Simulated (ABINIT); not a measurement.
PtSe2 (Sudovikovite), 3 atoms in the cell. The structure is trigonal, space group P-3m1 (No. 164). Conventional cell: a = 3.724 Å, b = 3.724 Å, c = 5.062 Å, α = 90.00°, β = 90.00°, γ = 120.00°. Around Pt (site symmetry -3m) lie 6 Se at 2.49 Å. Se (site symmetry 3m) is surrounded by 3 Pt at 2.49 Å. 

| Quantity | Value |
| --- | --- |
| Program | ABINIT 10.8.3 (patched build) |
| Task | band structure |
| Functional | LDA |
| Potentials or basis | JTH PAW LDA v2.0 |
| Cutoff | 544 eV |
| k mesh | 8 × 8 × 5 |
| Occupations | fermi-dirac, width 0.05 eV |
| Spin | no spin polarisation |
| Fine-grid cutoff | 1088.46 eV |

Potentials or basis: JTH PAW LDA v2.0.

Launch:

```console
$ abinit run.abi > log 2>&1
```

Hardware: 1 thread of Arm Neoverse V2 (shared host).

Problem. How long does it take, and how much memory?

Solution. Wall time 85 s on 1 thread of Arm Neoverse V2, with other jobs on the host, peak memory 0.13 GiB. Counts: scf iterations 19, k points 40, bands 15, plane waves 1781.
